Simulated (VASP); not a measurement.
Wanted: an ASE script for a VASP 6.6.1 run.

| Quantity | Value |
| --- | --- |
| Task | relaxation of cell and atoms |
| Functional | PBE |
| Dispersion | D3 |
| Potentials or basis | VASP PAW PBE potentials, release 64 (H_s) |
| Cutoff | 480 eV |
| k mesh | 10 × 10 × 26 |
| Occupations | tetrahedron |
| Spin | no spin polarisation |
| Optimiser | BFGSLineSearch |
| Further INCAR settings | ALGO = Normal; EDIFF = 1.00e-06 |

The structure of H lies in H.cif:

```cif
data_H
_cell_length_a 2.64255424
_cell_length_b 2.65849976
_cell_length_c 0.98099400
_cell_angle_alpha 90.32516829
_cell_angle_beta 89.22345449
_cell_angle_gamma 92.64744172
_space_group_name_H-M_alt 'P1'
_space_group_name_Hall 'P 1'
_space_group_IT_number 1
loop_
_space_group_symop_operation_xyz
'x,y,z'
loop_
_atom_site_label
_atom_site_type_symbol
_atom_site_symmetry_multiplicity
_atom_site_Wyckoff_symbol
_atom_site_fract_x
_atom_site_fract_y
_atom_site_fract_z
_atom_site_occupancy
H1 H 1 a 0.0000000000 0.0000000000 0.5000000000 1
```

The cell isn't the ideal one: cell strained at random at fixed volume.

The input as run:

run.py

```python
from ase.calculators.vasp import Vasp
from ase.filters import UnitCellFilter
from ase.io import read
from ase.optimize import BFGSLineSearch

atoms = read('H.cif')
calc = Vasp(
    directory='calc',
    xc='pbe',
    pp='PBE',
    setups={'base': 'minimal', 'H': '_s'},
    prec='Accurate',
    encut=480,
    ediff=1e-06,
    ismear=-5,
    sigma=0.05,
    lreal=False,
    lasph=True,
    nelm=60,
    algo='Normal',
    isif=2,
    lwave=False,
    lcharg=False,
    ivdw=11,
    kpts=[10, 10, 26],
    gamma=True,
)
atoms.calc = calc
opt = BFGSLineSearch(UnitCellFilter(atoms), trajectory='relax.traj')
converged = opt.run(fmax=0.01, steps=40)
print('converged:', converged)

print('energy (eV):', atoms.get_potential_energy())
print('free energy (eV):', atoms.get_potential_energy(force_consistent=True))
print('forces (eV/A):')
print(atoms.get_forces())
print('stress (eV/A^3, Voigt):', atoms.get_stress())
print('Fermi level (eV):', calc.get_fermi_level())
print('cell (A, degrees):', atoms.cell.cellpar())
print('volume (A^3):', atoms.get_volume())
print('scaled positions:')
print(atoms.get_scaled_positions())
```

Potentials or basis: VASP PAW PBE potentials, release 64 (H_s).

Launch:

```console
$ python run.py
```

Results of the run:

```
Relaxed volume                         : 5.73 Å³/atom
Relaxed cell                           : a = 2.559 Å, b = 2.611 Å, c = 0.990 Å, α = 91.35°, β = 88.24°, γ = 119.86°
Space group after relaxing (to 0.05 Å) : C2/m (No. 12)
Energy gained by relaxing              : 14.0 meV/atom
Ionic steps                            : 11
Pressure after relaxing                : 0.0 GPa
Band gap on the k mesh                 : none (metal or under the smearing width)
Dispersion energy per atom             : -0.099 eV
```

Caveat: pairwise dispersion overbinds metals, which lowers pressure and volume; tetrahedron occupations give inexact forces and stress in metals.

Wall time 9.4 min on 1 thread of Intel(R) Xeon(R) Platinum 8259CL CPU @ 2.50GHz (Skylake/Cascade Lake), on a shared host, peak memory 0.14 GiB.
